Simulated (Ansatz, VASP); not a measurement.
# PbSe: VASP beside Ansatz

```xyz
2
Lattice="0.0000 3.0286 3.0286 3.0286 0.0000 3.0286 3.0286 3.0286 0.0000" Properties=species:S:1:pos:R:3 pbc="T T T"
Pb    3.0286    3.0286    3.0286
Se    0.0000    0.0000    0.0000
```

Alike in both runs: task single point; functional PBEsol; dispersion D3(BJ); k mesh 6 × 6 × 6; occupations gaussian, width 0.05 eV; no spin polarisation.

|  | VASP | Ansatz |
| --- | --- | --- |
| version | VASP 6.6.1 | Ansatz 0.2.0 |
| potentials or method | VASP PAW PBE potentials, release 64 (Pb_d, Se) | scalar-relativistic, plane waves, PAW |
| plane-wave cutoff (eV) | 520 | 420 |
| valence electrons in the cell | 20 | 30 |

|  | VASP | Ansatz | Ansatz less VASP |
| --- | --- | --- | --- |
| gap on the k mesh at the Fermi level (eV) | 0.09 | 0.09 | -0.004 |
| least direct gap on the mesh (eV) | 0.09 | 0.09 | -0.004 |
| pressure (GPa) | -1.0 | -1.0 | 0.00 |
| dispersion energy (meV/atom) | -369.6 | -369.8 | -0.11 |

The two sets of potentials don't hold the same shells in valence.

Caveats: the PAW data sets were made with another functional, which shifts forces and pressure a little (VASP); spin-orbit coupling is left out, which as a rule narrows the gap of such compounds by several tenths of an eV.
